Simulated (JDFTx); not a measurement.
Runs of JDFTx 1.7.0 (patched build) on ZnS. It takes space group F-43m (No. 216, cubic). Conventional cell: a = 5.404 Å, b = 5.404 Å, c = 5.404 Å, α = 90.00°, β = 90.00°, γ = 90.00°. Around Zn (site symmetry -43m) lie 4 S at 2.34 Å. Around S (site symmetry -43m) lie 4 Zn at 2.34 Å. 

```csv
task,level,potentials or basis,cell,cutoff (eV),further solve for the empty bands,gap on the mesh (eV),pressure (GPa),V0 of scaled cells (Å³/atom),B0 (GPa)
single point,PBE,PseudoDojo-SR-PBE-0.5-standard with smoothed tails,as given,1143,yes,(b),1.6,-,-
equation of state,PBE,PseudoDojo-SR-PBE-0.5-standard with smoothed tails,as given,1143,-,-,-,20.16,(a)
single point,PBE,PseudoDojo-SR-PBE-0.5-standard with smoothed tails,"atoms moved at random, drawn with an rms of 0.05 Å",1143,yes,2.07,1.7,-,-
equation of state,PBEsol,PseudoDojo-SR-PBEsol-0.4.1-standard with smoothed tails,as given,1143,-,-,-,19.20,79
```

Alike in all rows: no spin polarisation; k mesh 9 × 9 × 9; smearing fermi-dirac 0.05 eV.

Fill in the values left out.

(a) 70; (b) 2.11.

Caveats: the empty levels aren't tightly converged (some runs).

